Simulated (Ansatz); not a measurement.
Here is an Ansatz 0.2.0 calculation.

Contents of input.yaml:

```yaml
crystal:
  lattice:
    - [5.1731, 0.0, 0.0]
    - [0.0, 3.3381, 0.0]
    - [0.0, 0.0, 5.6049]
  atoms:
    - { symbol: Ni, position: [0.99221, 0.75, 0.81248], spin: 1.0 }
    - { symbol: Ni, position: [0.50779, 0.25, 0.31248], spin: 1.0 }
    - { symbol: Ni, position: [0.49221, 0.75, 0.68752], spin: 1.0 }
    - { symbol: Ni, position: [0.00779, 0.25, 0.18752], spin: 1.0 }
    - { symbol: Si, position: [0.67872, 0.25, 0.9175] }
    - { symbol: Si, position: [0.82128, 0.75, 0.4175] }
    - { symbol: Si, position: [0.17872, 0.25, 0.5825] }
    - { symbol: Si, position: [0.32128, 0.75, 0.0825] }
hamiltonian:
  xc: pbe
  pseudopotentials: { kind: paw }
magnetization:
  spin_polarized: true
kpoints:
  mp_grid: { grid: [5, 8, 5] }
scf:
  occupations: { method: gaussian, width: 0.011 }
output:
  forces: true
  stress: true
  eigenvalues: true
```

Potentials or basis: Ansatz PAW.

Run with:

```bash
$ ansatz run input.yaml --threads 4 --pin off --max-ram 11264MiB --backend cpu --events-out ev --progress --plain --runs-dir out
```

**Question.** What does it give for the net moment?

**Answer.** 0.00 μB per cell.

**Question.** Estimate the band gap on the k mesh.

**Answer.** None (metal or under the smearing width).

**Question.** Estimate the absolute moment.

**Answer.** 0.00 μB per cell.

**Question.** What does it give for the largest force?

**Answer.** 0.052 eV/Å.

Forces on the atoms (eV/Å):
```
Ni  -0.034  0.000 -0.039
Ni   0.034  0.000 -0.039
Ni  -0.034  0.000  0.039
Ni   0.034  0.000  0.039
Si   0.000  0.000 -0.042
Si   0.000  0.000 -0.042
Si   0.000  0.000  0.042
Si   0.000  0.000  0.042
```

Caveat: the starting moments weren't kept.
